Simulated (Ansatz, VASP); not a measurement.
AlN: VASP beside Ansatz

INCAR

```
ALGO = Normal
EDIFF = 1E-6
ENCUT = 520
GGA = PE
ISIF = 2
ISMEAR = 0
LASPH = T
LCHARG = F
LREAL = F
LWAVE = F
NBANDS = 16
NELM = 80
PREC = Accurate
SIGMA = 0.05
```

Contents of KPOINTS:

```
k-points
0
Gamma
  6 6 6
```

POSCAR

```
AlN
1.0
    0.0000000000     -2.2015682416     -2.2015682416
   -2.2015682416      0.0000000000     -2.2015682416
    2.2015682416      2.2015682416     -4.4031364832
Al N
2 2
Direct
   -0.0121900827      0.0543517693      0.0000000000
    0.5121900827      0.4456482307      0.5000000000
    0.3640770714      0.4237019254      0.8750000000
    0.8859229286      0.8262980746      0.3750000000
```

Input for Ansatz:

```yaml
crystal:
  lattice:
    - [0.0, -2.2015682416, -2.2015682416]
    - [-2.2015682416, 0.0, -2.2015682416]
    - [2.2015682416, 2.2015682416, -4.4031364832]
  atoms:
    - { symbol: Al, position: [-0.0121900827, 0.0543517693, 0.0] }
    - { symbol: Al, position: [0.5121900827, 0.4456482307, 0.5] }
    - { symbol: "N", position: [0.3640770714, 0.4237019254, 0.875] }
    - { symbol: "N", position: [0.8859229286, 0.8262980746, 0.375] }
basis:
  ecutwfc: 520.0
kpoints:
  mp_grid: { grid: [6, 6, 6] }
hamiltonian:
  xc: pbe
scf:
  occupations: { method: gaussian, width: 0.05 }
output:
  forces: true
  stress: true
  eigenvalues: true
```

Change from the starting cell: mode 4 frozen in at -0.154 Å and mode 10 at +0.000 Å (largest displacements).

Alike in both runs: task single point; functional PBE; k mesh 6 × 6 × 6; occupations gaussian, width 0.05 eV; no spin polarisation.

```csv
,VASP,Ansatz
version,VASP 6.6.1,Ansatz 0.2.0
potentials or method,"VASP PAW PBE potentials, release 64 (Al, N)","scalar-relativistic, plane waves, PAW"
plane-wave cutoff (eV),520,520
valence electrons in the cell,16,16
```

Ansatz gave:

| Quantity | Value |
| --- | --- |
| gap on the k mesh at the Fermi level (eV) | 3.17 |
| least direct gap on the mesh (eV) | 3.68 |
| pressure (GPa) | -0.7 |
| largest component of the traceless stress (GPa) | 1.89 |
| rms of the force components (eV/Å) | 0.357 |

Task: What did VASP give for the same quantities?

Result: gap on the k mesh at the Fermi level (eV): 3.16; least direct gap on the mesh (eV): 3.67; pressure (GPa): -1.0; largest component of the traceless stress (GPa): 1.89; rms of the force components (eV/Å): 0.358.

Atom by atom the forces differ by 0.002 eV/Å (rms over components).

A k mesh can miss the band edges.
